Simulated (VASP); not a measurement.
Write the native input for VASP 6.6.1 that does the following.

- Task: band structure
- Functional: LAK
- Potentials or basis: VASP PAW PBE potentials, release 64 (I, Na_pv)
- Cutoff: 520 eV
- k mesh: 7 × 7 × 7
- Occupations: fermi-dirac, width 0.05 eV
- Spin: no spin polarisation
- Further INCAR settings: ALGO = Normal; EDIFF = 1e-06; NBANDS = 14

The structure of NaI lies in POSCAR:

```
NaI
1.0
    0.0000000000      3.2364000000      3.2364000000
    3.2364000000      0.0000000000      3.2364000000
    3.2364000000      3.2364000000      0.0000000000
I Na
1 1
Direct
    0.5000000000      0.5000000000      0.5000000000
    0.0000000000      0.0000000000      0.0000000000
```

These files were run (other wordings do the same):

INCAR

```
PREC = Accurate
ENCUT = 520
EDIFF = 1E-6
ISMEAR = -1
SIGMA = 0.05
LREAL = F
LASPH = T
NELM = 100
ALGO = Normal
ISIF = 2
LWAVE = F
LCHARG = F
METAGGA = LAK
LMIXTAU = T
NBANDS = 14
```

KPOINTS

```
Automatic mesh
0
Gamma
  7 7 7
```

KPOINTS_OPT

```
path GXWKGLUWLK,UX
15
line-mode
reciprocal
 0.0000000000  0.0000000000  0.0000000000  G
 0.5000000000  0.0000000000  0.5000000000  X

 0.5000000000  0.0000000000  0.5000000000  X
 0.5000000000  0.2500000000  0.7500000000  W

 0.5000000000  0.2500000000  0.7500000000  W
 0.3750000000  0.3750000000  0.7500000000  K

 0.3750000000  0.3750000000  0.7500000000  K
 0.0000000000  0.0000000000  0.0000000000  G

 0.0000000000  0.0000000000  0.0000000000  G
 0.5000000000  0.5000000000  0.5000000000  L

 0.5000000000  0.5000000000  0.5000000000  L
 0.6250000000  0.2500000000  0.6250000000  U

 0.6250000000  0.2500000000  0.6250000000  U
 0.5000000000  0.2500000000  0.7500000000  W

 0.5000000000  0.2500000000  0.7500000000  W
 0.5000000000  0.5000000000  0.5000000000  L

 0.5000000000  0.5000000000  0.5000000000  L
 0.3750000000  0.3750000000  0.7500000000  K

 0.6250000000  0.2500000000  0.6250000000  U
 0.5000000000  0.0000000000  0.5000000000  X
```

Potentials or basis: VASP PAW PBE potentials, release 64 (I, Na_pv).

Command:

```bash
$ cat potpaw_PBE.64/I/POTCAR potpaw_PBE.64/Na_pv/POTCAR > POTCAR
$ mpirun -np 1 vasp_std > vasp.out
```

It gave:

| Quantity | Value |
| --- | --- |
| Pressure | -0.1 GPa |
| Band gap on the k mesh | 4.55 eV, direct |
| Band gap along the path | 4.55 eV, direct |

Caveat: the PAW data sets were made with another functional, which shifts forces and pressure a little; spin-orbit coupling is left out, which moves the levels of the heavy elements.

Wall time 2.7 min on 1 thread of Intel(R) Xeon(R) 6975P-C (Granite Rapids), on a shared host, peak memory 0.21 GiB.
